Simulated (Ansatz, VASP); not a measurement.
Re in VASP and in Ansatz

Contents of INCAR:

```
  PREC = Accurate
  ENCUT = 520
  EDIFF = 1E-6
  ISMEAR = 0
  SIGMA = 0.1
  LREAL = False
  LASPH = True
  NELM = 150
  ALGO = Normal
  ISIF = 2
  LWAVE = False
  LCHARG = False
  ISPIN = 2
  MAGMOM = 1 1
  LORBIT = 11
  LMAXMIX = 4
  LDIPOL = True
  IDIPOL = 3
  DIPOL = 0.5 0.5 0.294
  GGA = PE
  NBANDS = 18
```

KPOINTS

```
regular mesh
0
Gamma
  6 6 1
```

Contents of POSCAR:

```
Re
1.0
    4.0590962904      0.0000003825      0.0000000000
   -2.0295484764      3.5152803127      0.0000000000
    0.0000000000      0.0000000000     23.8000000000
Re
2
Direct
    0.3333333333      0.6666666667      0.2941176471
    0.6666666667      0.3333333333      0.2941176471
```

Input for Ansatz:

```yaml
crystal:
  lattice:
    - [4.0590962904, 3.825e-07, 0.0]
    - [-2.0295484764, 3.5152803127, 0.0]
    - [0.0, 0.0, 23.8]
  atoms:
    - { symbol: Re, position: [0.3333333333, 0.6666666667, 0.2941176471], spin: 1.0 }
    - { symbol: Re, position: [0.6666666667, 0.3333333333, 0.2941176471], spin: 1.0 }
  periodic: [true, true, false]
basis:
  ecutwfc: 420
kpoints:
  mp_grid: { grid: [6, 6, 1] }
hamiltonian:
  xc: pbe
scf:
  occupations: { method: gaussian, width: 0.1 }
  lower_state_search: "off"
output:
  forces: true
  stress: true
  eigenvalues: true
  populations: true
magnetization:
  spin_polarized: true
```

Change from the starting cell: species swapped into a sheet of the B type.

Alike in both runs: task single point; functional PBE; k mesh 6 × 6 × 1; occupations gaussian, width 0.1 eV; collinear spin.

```csv
,VASP,Ansatz
version,VASP 6.6.1,Ansatz 0.2.0
potentials or method,"VASP PAW PBE potentials, release 64 (Re)","scalar-relativistic, plane waves, PAW"
plane-wave cutoff (eV),520,420
valence electrons in the cell,14,30
```

```tsv
	VASP	Ansatz	Ansatz less VASP
gap on the k mesh at the Fermi level (eV)	none	none	-
net moment per atom (μB)	0.00	0.00	-0.001
```

A gap of «none» marks a metal or a gap that the smearing closes. The functional is the same, so the differences come from potentials, cutoffs and numerics. The two sets of potentials don't hold the same shells in valence. Ansatz warned: «seeded_moment_not_kept».

Spin-orbit coupling is left out, which matters for the levels of Re.
